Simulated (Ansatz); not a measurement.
# Antimony, bcc: r²SCAN0 after r²SCAN

Aim: see what exact exchange does to the levels, and what it costs. Spin polarisation is left out. The geometry was relaxed under r²SCAN beforehand and is kept. Exact exchange is dear, so the k-mesh is coarse, and r²SCAN is run on the same mesh for comparison.

Computed with Ansatz 0.2.0 (DFT, plane waves (500 eV) with PBE-made PAW files, scalar-relativistic; functionals as named at each step, unless a step says otherwise).

## 1. The starting structure

It takes space group Im-3m (No. 229, cubic). Conventional cell: a = 3.778 Å, b = 3.778 Å, c = 3.778 Å, α = 90.00°, β = 90.00°, γ = 90.00°. Sb (site symmetry m-3m) has 8 Sb at 3.27 Å as nearest neighbours.

Coordinates:

```
Sb
1.0
    -1.88897    1.88897    1.88897
     1.88897   -1.88897    1.88897
     1.88897    1.88897   -1.88897
Sb
1
Direct
  0.00000 0.00000 0.00000
```

## 2. r²SCAN on the coarse mesh

The run with r²SCAN.

input.yaml

```yaml
crystal:
  lattice:
    - [-1.8889657913, 1.8889657913, 1.8889657913]
    - [1.8889657913, -1.8889657913, 1.8889657913]
    - [1.8889657913, 1.8889657913, -1.8889657913]
  atoms:
    - { symbol: Sb, position: [0.0, 0.0, 0.0] }
hamiltonian:
  xc: r2scan
  pseudopotentials:
    kind: paw
    azcp:
      Sb: "pseudopotentials/Sb.paw.azcp"
basis:
  ecutwfc: 500
  fft_grid_basis: typed
kpoints:
  mp_grid: { grid: [6, 6, 6], shift: [0, 0, 0] }
magnetization:
  spin_polarized: false
scf:
  occupations: { method: fermi_dirac, width: 0.1 }
output:
  write_density: true
  write_potential: true
  elf: true
  volumetric_format: npy
```

Run with:

```bash
$ ansatz run input.yaml --threads 4 --pin off --max-ram 8192MiB --backend cpu --events-out ev --progress --plain --runs-dir out
```

Log, shortened:

```text
Warning: RAYON_NUM_THREADS=4 ignored (pool sized by the plan → 4); use --threads N
[...]
Pseudopotentials: kind: paw
Pseudopotential: Sb, paw, valence charge 15, recommended cutoff 500 eV (meta_gga), <dir>
Functional definition: r2SCAN
[...]
Crystal: 1 atoms, lattice volume = 26.961 Å³
Basis set: ecut = 500 eV, 675 PW (Γ), exchange–correlation on 96×96×96 points (64 copies of the dense FFT grid, shifted against one another)
Bands: 12, of which v1, the nominal top of the filled ones, is band 8 counted from 1 (7 counted from 0)
Symmetry: 48 space group operations
Space group: Im-3m (ITA 229), of the structure as read, at distance tolerance 3.0e-5 Å
k-points: 16 of 216
[...]
SCF iter   1: F=—  HF=-6498.714203 eV  |F-HF|=—  |Δ(HF+E_count)|=         —  Δρ=4.07e-3  dr2=1.57e-3  dr2_τ=2.27e-4  ethr=1.77e-3  ⟨swp⟩=5.1  Hψ=1140  notcnv=0
[...]
SCF iter   6: F=-6498.725240 eV  HF=-6498.725240 eV  |F-HF|=1.30e-9  |Δ(HF+E_count)|=   3.16e-8  Δρ=1.43e-6  dr2=5.26e-10  dr2_τ=2.41e-11  ethr=8.97e-11  ⟨swp⟩=2.5  Hψ=787  notcnv=0
[...]
SCF converged after 6 iterations
Free energy (F): -6498.725240 eV
[...]
E sigma→0 (E₀):  -6498.705528 eV
Entropy (-TS):   -0.039423 eV (-39.423 meV/atom)
Fermi energy:    11.123766 eV
[...]
--- Band table (eV; the first three rows and the last of 16) ---
  k-point 0: bands = ["-18.5599", "-18.5599", "-18.5599", "-18.4818", "-18.4818", "-1.9221", "17.2895", "17.2895", "17.2895", "23.1422", "23.1422", "23.1422"]
[...]
```

Wall time 0.58 s (4 threads of Arm Neoverse V2, shared host); peak memory 0.37 GiB.

The maps below are laid out on this run's own conventional cell (a, b, c = 3.778, 3.778, 3.778 Å).

Density in a lattice plane of the grid's cell (edges 3.78 and 3.78 Å, at 0.000 of the third edge), which holds Sb.

Ten even steps from '0' (0.08 e/Å³) to '9' (23.12 e/Å³):
```
864210000000000000001246
432100000000000000000123
111000000000000000000011
000000000000000000000000
000000000000000000000000
000000000000000000000000
000000000000000000000000
000000000000000000000000
000000000000000000000000
000000000000000000000000
000000000000000000000000
000000000000000000000000
000000000000000000000000
000000000000000000000000
000000000000000000000000
000000000000000000000000
111000000000000000000011
432100000000000000000123
864210000000000000001246
985210000000000000001258
```
Columns run along the first of these edges and rows up along the second, over one cell in 24 and 20 even steps from the bottom left corner. Atoms in the plane (fractional): Sb at (0.00, 0.00).

ELF in the same plane.

Ten even steps from '0' (0.00) to '9' (0.47):
```
000146789753235798764100
001357899753235799875310
224578899743234799887542
667788998642224689988776
778899986532223568999887
889999865432223456899998
999887643322222334678899
666554333222222233345566
333332222222222222223333
222222222222222222222222
333332222222222222223333
666554333222222233345566
999887643322222334678899
889999865432223456899998
778899986532223568999887
667788998642224689988776
224578899743234799887542
001357899753235799875310
000146789753235798764100
000136789753235798763100
```
Columns run along the first of these edges and rows up along the second, over one cell in 24 and 20 even steps from the bottom left corner. Atoms in the plane (fractional): Sb at (0.00, 0.00).

Both are smooth fields of the valence electrons: close to the nuclei they are not physical.

Maxima of ELF outside the ion cores: 0.49 on the Sb–Sb line, 1.3 Å from Sb.

## 3. r²SCAN0 on the coarse mesh

The run with r²SCAN0.

input.yaml, as its differences from that of step 2:

```diff
@@ -8,3 +8,3 @@
 hamiltonian:
-  xc: r2scan
+  xc: r2scan0
   pseudopotentials:
@@ -22,6 +22 @@
   occupations: { method: fermi_dirac, width: 0.1 }
-output:
-  write_density: true
-  write_potential: true
-  elf: true
-  volumetric_format: npy
```

Run with:

```bash
$ ansatz run input.yaml --threads 4 --pin off --max-ram 8192MiB --backend cpu --events-out ev --progress --plain --runs-dir out
```

Log, shortened:

```text
Warning: RAYON_NUM_THREADS=4 ignored (pool sized by the plan → 4); use --threads N
[...]
Pseudopotentials: kind: paw
Pseudopotential: Sb, paw, valence charge 15, recommended cutoff 500 eV (meta_gga), <dir>
Functional definition: r2SCAN0
[...]
Crystal: 1 atoms, lattice volume = 26.961 Å³
Basis set: ecut = 500 eV, 675 PW (Γ), exchange–correlation on 96×96×96 points (64 copies of the dense FFT grid, shifted against one another)
Bands: 12, of which v1, the nominal top of the filled ones, is band 8 counted from 1 (7 counted from 0)
Symmetry: 48 space group operations
Space group: Im-3m (ITA 229), of the structure as read, at distance tolerance 3.0e-5 Å
k-points: 16 of 216
[...]
SCF iter   1: F=—  HF=-6498.713564 eV  |F-HF|=—  |Δ(HF+E_count)|=         —  Δρ=3.83e-3  dr2=1.31e-3  dr2_τ=2.24e-4  ethr=1.77e-3  ⟨swp⟩=10.5  Hψ=946  notcnv=0
[...]
Frozen-core exchange: fock
[...]
hybrid outer 2: dexx = +4.853e-7 eV, tail = 5.53e-8 eV, Δε = 2.21e-3 eV (about 3.41e-4 eV left of the loop's levels)
hybrid SCF converged: 2 outer / 11 inner (+6 warm-up), last move |dexx| = 4.85e-7 eV, tail = 5.53e-8 eV
Stability not checked: this state was not tested for a lower state beside it, because the functional holds exact exchange (a hybrid, or Hartree-Fock), whose exchange loop this test does not read (fock_operator; see scf.lower_state_search)
Free energy (F): -6498.519223 eV
Frozen-core exchange: fock
[...]
E sigma→0 (E₀):  -6498.510950 eV
Entropy (-TS):   -0.016546 eV (-16.546 meV/atom)
Fermi energy:    10.938472 eV
[...]
--- Band table (eV; the first three rows and the last of 16) ---
  k-point 0: bands = ["-21.3809", "-21.3809", "-21.3809", "-21.2958", "-21.2958", "-3.7814", "18.2450", "18.2450", "18.2450", "24.1779"]
[...]
  guard bands above this table: 2 of the run's 12 bands. The solve was not asked for them (output.publish_guard_bands: true or output.eigenvalues: true publishes all)
```

It took 4 s on 4 threads of Arm Neoverse V2, shared host; peak memory 1 GiB.

## 4. Side by side

| functional | gap on the mesh | Fermi energy (eV) | SCF cycles | exchange loops | CPU time |
| --- | --- | --- | --- | --- | --- |
| r²SCAN | none (levels filled in part) | 11.124 | 6 | - | 1.1 s |
| r²SCAN0 | none (levels filled in part) | 10.938 | 17 | 2 | 12 s |

## 5. Results

| quantity | value |
| --- | --- |
| r²SCAN: gap | none (levels filled in part) |
| r²SCAN0: gap | none (levels filled in part) |
| r²SCAN0: SCF cycles, exchange loops | 17, 2 |
| r²SCAN0: CPU time over that of r²SCAN | 10 |
| r²SCAN0: relative to A7 rhombohedral | +439 meV/atom |

**Reading.** Neither r²SCAN nor r²SCAN0 shows a clean gap on this mesh. r²SCAN0 cost 10 times the CPU time of r²SCAN. The exchange operator of r²SCAN0 was renewed in 2 outer loops. To compare with dense-mesh energies, the change of r²SCAN from this mesh and smearing to its dense run (-64.9 meV/atom, from a run not shown) is added. Under r²SCAN0 it lies 439 meV/atom above A7 rhombohedral (computed apart in the same way); on such meshes a few tens of meV are uncertain for metals. Absolute energies differ from functional to functional, by eV per atom at times, and say nothing by themselves.
